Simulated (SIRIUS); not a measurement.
# Zn in SIRIUS: the effect of functional

Zn:

```xyz
2
Lattice="2.6700 0.0000 0.0000 -1.3350 2.3123 0.0000 0.0000 0.0000 4.9660" Properties=species:S:1:pos:R:3 pbc="T T T"
Zn    1.3350    0.7708    3.7245
Zn    0.0000    1.5415    1.2415
```

Alike in all runs:

- Program: SIRIUS 7.10.0
- Task: single point
- Potentials or basis: PseudoDojo 0.4.1 PBE standard (scalar relativistic)
- Cutoff: 1152 eV
- Density cutoff: 4606 eV
- k mesh: 8 × 8 × 4
- Occupations: fermi-dirac, width 0.05 eV
- Spin: no spin polarisation

```csv
functional,pressure (GPa)
LDA,?
PBEsol,-6.0
PBE,-0.7
RPBE,3.2
revPBE,2.2
BLYP,4.3
PW91,-0.9
AM05,-6.2
SOGGA,-7.0
APBE,1.0
KT2,-5.2
```

Task: What does the run with functional LDA give?

Result: Pressure -10.9 GPa.

Caveats: the potentials were made for another functional, which shifts forces and pressure (some runs).
